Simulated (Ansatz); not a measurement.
## TaN, one cell by several methods

```yaml
crystal:
  lattice:
    - [0.00000, 2.17900, 2.17900]
    - [2.17900, 0.00000, 2.17900]
    - [2.17900, 2.17900, 0.00000]
  atoms:
    - { symbol: Ta, position: [0.50000, 0.50000, 0.50000] }
    - { symbol: N, position: [0.00000, 0.00000, 0.00000] }
```

Atom numbers follow the list: Ta1, N2.

The geometry is COD entry 2310957, unchecked; take it as a test cell.

Spin–orbit coupling is left out, though it moves levels of the heavy atoms by tenths of an eV or more.

Levels of theory: DFT, PBEsol, PAW with Ansatz's default frozen-core files, scalar-relativistic (Ansatz 0.2.0); DFT, PBEsol, all-electron LAPW, scalar-relativistic (Ansatz 0.2.0).

For PAW: a Γ-centred 9×9×9 k mesh, Fermi–Dirac smearing of 0.02 eV, cutoff 420 eV, no spin polarisation; the PAW files were made with PBE, and the program remakes their frozen cores for this functional. LAPW targets a basis error of 0.5 meV/atom. The Ansatz runs share mesh, smearing and spin set-up. Plane-wave (PAW) pressures include the program's estimate of the Pulay term.

Stress and pressure are positive in compression.

Levels count from the Fermi level.

| quantity | PAW | LAPW |
| --- | --- | --- |
| pressure (GPa) | 4.34 | 4.30 |
| highest filled level at X (eV) | -4.573 | -4.558 |
| lowest empty level at X (eV) | 2.299 | 2.292 |
| highest filled level at Γ (eV) | -2.094 | -2.095 |
| lowest empty level at Γ (eV) | 0.150 | 0.144 |
| highest filled level at W (eV) | -0.090 | -0.088 |
| lowest empty level at W (eV) | 3.851 | 3.849 |

PAW's pressure differs from the LAPW value by +0.03 GPa.
